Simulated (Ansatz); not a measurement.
# W (Im-3m), symmetry broken, then relaxed

Theory: DFT PBE, scalar-relativistic, plane waves, PAW in Ansatz. Cutoff 420 eV, Γ-centred 10×10×10 k-points, Gaussian smearing of 0.15 eV. Spin–orbit coupling is left out, which can shift energies with elements as heavy as these. No spin polarisation. Energies are free energies at this smearing, counted from the undisturbed cell; pressure is positive in compression.

Zero of the scan (relaxed at this level):

```xyz
2
Lattice="0.0000 -3.1836 0.0000 -3.1836 0.0000 0.0000 0.0000 0.0000 -3.1836" Properties=species:S:1:pos:R:3 pbc="T T T"
W    -1.5918   -1.5918   -1.5918
W     0.0000    0.0000    0.0000
```

The atoms are displaced (Å, in the unstrained cell):

| atom | ux | uy | uz |
| --- | --- | --- | --- |
| W1 | -0.015 | 0.110 | 0.038 |
| W2 | 0.015 | -0.110 | -0.038 |

Cell and atoms are then relaxed.

Q: Does the relaxation return to the undisturbed structure?

A: Yes (up to a choice of domain or origin): same space group and volume, and an energy 0.0 meV/atom from it. The disturbance itself cost 141.4 meV/atom. The final space group reads Im-3m (tolerance 0.05 Å) and the volume changes by 0.03 %.

Final structure:

```
W
1.0
     0.00000   -3.18383    0.00000
    -3.18383    0.00000    0.00000
     0.00000    0.00000   -3.18384
W
2
Direct
  0.50000 0.50000 0.50000
  0.00000 0.00000 0.00000
```

The relaxation, step by step (energy from the first step; small jumps at an unchanged geometry come where the plane waves are selected anew for the new cell):

```csv
step,ΔE (meV/atom),largest force component (eV/Å),pressure (GPa)
1,0.0,2.244,5.45
2,-45.6,1.698,11.29
3,-102.9,0.078,-13.78
4,-140.9,0.000,-1.61
5,-141.4,0.000,-0.09
6,-141.4,0.000,0.00
7,-141.4,0.000,0.00
```

Frames along the relaxation (Å, eV/Å):

```xyz
2
Lattice="0.000 -3.184 0.000 -3.184 0.000 0.000 0.000 0.000 -3.184" Properties=species:S:1:pos:R:3:forces:R:3 pbc="T T T" step=1
W    -1.607   -1.481   -1.554    0.305   -2.244   -0.758
W     0.015   -0.110   -0.038   -0.305    2.244    0.758
2
Lattice="-0.023 -3.129 0.058 -3.170 -0.023 -0.004 -0.004 0.058 -3.171" Properties=species:S:1:pos:R:3:forces:R:3 pbc="T T T" step=2
W    -1.593   -1.622   -1.573   -0.186    1.698    0.469
W    -0.005    0.075    0.015    0.186   -1.698   -0.469
2
Lattice="0.002 -3.227 -0.004 -3.245 0.002 0.002 0.002 -0.004 -3.242" Properties=species:S:1:pos:R:3:forces:R:3 pbc="T T T" step=3
W    -1.619   -1.619   -1.624   -0.014    0.078    0.045
W    -0.001    0.004    0.003    0.014   -0.078   -0.045
2
Lattice="0.001 -3.190 -0.002 -3.190 0.001 0.001 0.001 -0.002 -3.188" Properties=species:S:1:pos:R:3:forces:R:3 pbc="T T T" step=4
W    -1.594   -1.596   -1.594    0.000    0.000    0.000
W     0.000    0.000    0.000    0.000    0.000    0.000
2
Lattice="0.000 -3.184 0.000 -3.184 0.000 0.000 0.000 0.000 -3.184" Properties=species:S:1:pos:R:3:forces:R:3 pbc="T T T" step=5
W    -1.592   -1.592   -1.592    0.000    0.000    0.000
W     0.000    0.000    0.000    0.000    0.000    0.000
2
Lattice="0.000 -3.184 0.000 -3.184 0.000 0.000 0.000 0.000 -3.184" Properties=species:S:1:pos:R:3:forces:R:3 pbc="T T T" step=6
W    -1.592   -1.592   -1.592    0.000    0.000    0.000
W     0.000    0.000    0.000    0.000    0.000    0.000
2
Lattice="0.000 -3.184 0.000 -3.184 0.000 0.000 0.000 0.000 -3.184" Properties=species:S:1:pos:R:3:forces:R:3 pbc="T T T" step=7
W    -1.592   -1.592   -1.592    0.000    0.000    0.000
W     0.000    0.000    0.000    0.000    0.000    0.000
```